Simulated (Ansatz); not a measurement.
(111) slab cut from the bulk of Rh, Fm-3m (No. 225); the slab's formula is Rh:

```
CELL_PARAMETERS angstrom
2.70818 0.00000 0.00000
-1.35409 2.34535 0.00000
0.00000 0.00000 26.05608
ATOMIC_POSITIONS crystal
Rh 0.66667 0.33333 0.28784
Rh 0.33333 0.66667 0.37270
Rh 0.00000 0.00000 0.45757
Rh 0.66667 0.33333 0.54243
Rh 0.33333 0.66667 0.62730
Rh 0.00000 0.00000 0.71216
```

Method: DFT PBE, scalar-relativistic, plane waves, PAW in Ansatz 0.2.0. Plane waves to 420 eV, a k mesh through Γ of 15×15×1 on the computed 6-atom cell and Gaussian smearing (0.10 eV); no spin polarisation. The cell repeats along c with a dipole correction in the vacuum.

(1) What forces act on the atoms?

## Answers

(1)
```json
{"atom": "Rh1", "Fx (eV/Å)": "0.000", "Fy (eV/Å)": "0.000", "Fz (eV/Å)": "0.310"}
{"atom": "Rh2", "Fx (eV/Å)": "0.000", "Fy (eV/Å)": "0.000", "Fz (eV/Å)": "-0.181"}
{"atom": "Rh3", "Fx (eV/Å)": "0.000", "Fy (eV/Å)": "0.000", "Fz (eV/Å)": "-0.226"}
{"atom": "Rh4", "Fx (eV/Å)": "0.000", "Fy (eV/Å)": "0.000", "Fz (eV/Å)": "0.226"}
{"atom": "Rh5", "Fx (eV/Å)": "0.000", "Fy (eV/Å)": "0.000", "Fz (eV/Å)": "0.181"}
{"atom": "Rh6", "Fx (eV/Å)": "0.000", "Fy (eV/Å)": "0.000", "Fz (eV/Å)": "-0.310"}
```

Cost: 1 run of about 0.74 core-minutes, on Intel Xeon Platinum 8259CL (Skylake/Cascade Lake) (shared hosts).